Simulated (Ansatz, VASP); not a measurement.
**Fe in VASP and in Ansatz**

Contents of INCAR:

```
PREC     = Accurate       # precision mode
ENCUT    = 520            # plane-wave cutoff, eV
EDIFF    = 1E-8           # SCF threshold, eV
ISMEAR   = -1             # smearing method
SIGMA    = 0.08           # smearing width, eV
LREAL    = F              # projectors in reciprocal space
LASPH    = T              # aspherical terms in the spheres
NELM     = 100            # most SCF steps
ALGO     = Normal         # electronic algorithm
ISIF     = 2              # what is computed and relaxed
LWAVE    = F              # write WAVECAR
LCHARG   = F              # write CHGCAR
GGA      = PE             # functional
LEFG     = T            
NBANDS   = 15             # bands
```

KPOINTS

```
Automatic mesh
0
Gamma
  17 17 10
```

File POSCAR:

```
Fe
1.0
    2.4260165292      0.0000000000      0.0000000000
   -1.2130082646      2.1009919443      0.0000000000
    0.0000000000      0.0000000000      3.8290850949
Fe
2
Direct
    0.3333333333      0.6666666667      0.2500000000
    0.6666666667      0.3333333333      0.7500000000
```

Input for Ansatz:

```yaml
crystal:
  lattice:
    - [2.4260165292, 0.0, 0.0]
    - [-1.2130082646, 2.1009919443, 0.0]
    - [0.0, 0.0, 3.8290850949]
  atoms:
    - { symbol: Fe, position: [0.3333333333, 0.6666666667, 0.25] }
    - { symbol: Fe, position: [0.6666666667, 0.3333333333, 0.75] }
kpoints:
  mp_grid: { grid: [17, 17, 10] }
scf:
  occupations: { method: fermi_dirac, width: 0.08 }
hamiltonian:
  xc: pbe
  pseudopotentials: { kind: paw }
output:
  forces: true
  stress: true
  eigenvalues: true
  efg: { contact_densities: true }
  write_density: true
  write_potential: true
  elf: true
  volumetric_format: npy
```

Change from the starting cell: volume scaled by 0.99, PAW files.

Alike in both runs: task electric field gradients; functional PBE; k mesh 17 × 17 × 10; occupations fermi-dirac, width 0.08 eV; no spin polarisation.

```csv
,VASP,Ansatz
version,VASP 6.6.1,Ansatz 0.2.0
potentials or method,"VASP PAW PBE potentials, release 64 (Fe)","PAW with Ansatz's default frozen-core files, scalar-relativistic"
plane-wave cutoff (eV),520,420
valence electrons in the cell,16,32
```

|  | VASP | Ansatz | Ansatz less VASP |
| --- | --- | --- | --- |
| pressure (GPa) | 13.6 | 14.4 | +0.86 |
| largest component of the traceless stress (GPa) | 0.86 | 1.02 | +0.162 |
| Vzz of the field gradient on the site that differs most (V/Å²) | -8.0 | -4.4 | +3.53 |

The two sets of potentials don't hold the same shells in valence.

Caveats: the run has no spin polarisation, though such a crystal can be magnetic. Spin polarisation is off, so any magnetic state and its effect on volume and gap are missing.
